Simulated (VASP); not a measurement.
Runs of VASP 6.6.1 on Fe. The structure is cubic, space group Im-3m (No. 229). Conventional cell: a = 2.886 Å, b = 2.886 Å, c = 2.886 Å, α = 90.00°, β = 90.00°, γ = 90.00°. Around Fe (site symmetry m-3m) lie 8 Fe at 2.50 Å. 

| cell | target pressure | gap on the mesh (eV) | pressure (GPa) | moment (μB) |
| --- | --- | --- | --- | --- |
| relaxed to 2 GPa | 2 GPa | none | 2.0 | 2.12 |
| relaxed to 30 GPa | 30 GPa | none | 30.0 | 1.92 |
| relaxed to 10 GPa | 10 GPa | none | 10.0 | (b) |
| relaxed to 20 GPa | 20 GPa | none | 20.0 | 1.98 |
| relaxed to 5 GPa | 5 GPa | none | 5.0 | (a) |

Alike in all rows: task relaxation of cell and atoms; level PBEsol; potentials or basis VASP PAW PBE potentials, release 64 (Fe); spin collinear, ferromagnetic start; k mesh 10 × 10 × 10; cutoff (eV) 600; smearing fermi-dirac 0.05 eV.

Task: Fill in the values left out.

Result: (a) 2.11; (b) 2.07.

Caveats: the cell is relaxed towards a set pressure, so the enthalpy falls and the energy may rise; the PAW data sets were made with another functional, which shifts forces and pressure a little.

A gap of «none» marks a metal or a gap under the smearing width.
